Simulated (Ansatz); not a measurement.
Crystal: CrCuO2.

```
Cu Cr O
1.0
     1.48670    0.85835    5.70000
    -1.48670    0.85835    5.70000
     0.00000   -1.71669    5.70000
Cu Cr O
1 1 2
Direct
  0.00000 0.00000 0.00000
  0.50000 0.50000 0.50000
  0.89208 0.89208 0.89208
  0.10792 0.10792 0.10792
```

```yaml
Program: Ansatz 0.2.0
Task: relaxation of cell and atoms
Functional: PBE
Potentials_or_basis: Ansatz PAW
Cutoff: "420 eV (not typed: the program's choice for these potentials)"
k_mesh: 10 × 10 × 10
Occupations: fermi-dirac, width 0.05 eV
Spin: collinear spin, ferromagnetic start
Starting_moments: "[0.6, 3.0, 0.0, 0.0] μB"
```

At the start: volume 10.91 Å³/atom.

**Question.** Where does the relaxation end?

**Answer.** It ends after 8 steps and the volume is 11.21 Å³/atom (+2.7 %); space group R-3m (No. 166, to 0.05 Å); moment 3.00 μB per cell.

Step by step:
| step | energy change (eV) | largest force (eV/Å) | volume (Å³) |
| --- | --- | --- | --- |
| 1 | 0.0000 | 0.0257 | 43.64 |
| 2 | -0.0101 | 0.0152 | 44.36 |
| 3 | -0.0105 | 0.0101 | 44.75 |
| 4 | -0.0105 | 0.0058 | 44.77 |
| 5 | -0.0105 | 0.0093 | 44.77 |
| 6 | -0.0157 | 0.0088 | 44.77 |
| 7 | -0.0155 | 0.0003 | 44.83 |
| 8 | -0.0157 | 0.0002 | 44.83 |

Final structure:
```yaml
crystal:
  lattice:
    - [1.50622, 0.86962, 5.70416]
    - [-1.50622, 0.86962, 5.70416]
    - [0.00000, -1.73923, 5.70416]
  atoms:
    - { symbol: Cu, position: [0.00000, 0.00000, 0.00000] }
    - { symbol: Cr, position: [0.50000, 0.50000, 0.50000] }
    - { symbol: O, position: [0.89157, 0.89157, 0.89157] }
    - { symbol: O, position: [0.10843, 0.10843, 0.10843] }
```

Caveat: the plane-wave basis is chosen anew once the cell has moved, so the energies of steps on either side of that aren't comparable; the pressure holds a Pulay correction of +0.6 GPa for the finite cutoff; only a ferromagnetic start was run, and an antiferromagnetic order may lie lower in energy.
